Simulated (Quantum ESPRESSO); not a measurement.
MgS (Niningerite):

```xyz
2
Lattice="0.0000 2.6016 2.6016 2.6016 0.0000 2.6016 2.6016 2.6016 0.0000" Properties=species:S:1:pos:R:3 pbc="T T T"
S     2.6016    2.6016    2.6016
Mg    0.0000    0.0000    0.0000
```

- Program: Quantum ESPRESSO 7.5
- Task: phonons
- Functional: PBE
- Potentials or basis: JTH 2.0 PBE
- Cutoff: 707 eV
- Density cutoff: 4245 eV
- k mesh: 4 × 4 × 4, shifted
- Occupations: fermi-dirac, width 0.05 eV
- Spin: no spin polarisation
- Mixing beta: 0.5
- Most SCF iterations: 120
- SCF threshold: 4e-10 Ry

The first run showed a gap, so the response started from a second, tighter run with fixed occupations.

The run gives a transverse optical frequency of 244 cm⁻¹, an electronic dielectric constant of 5.41 and Born charges of ±2.30 e.

What are the longitudinal frequency and the static dielectric constant?

The longitudinal mode lies at 398 cm⁻¹, 154 cm⁻¹ over the transverse one, and the static constant is 14.39. The two agree with the Lyddane-Sachs-Teller relation: (398/244)² = 2.66 and 14.39/5.41 = 2.66.

Caveat: before the sum rule the acoustic modes lie tens of cm⁻¹ from zero, a sign that the density grid also shifts the optical modes.
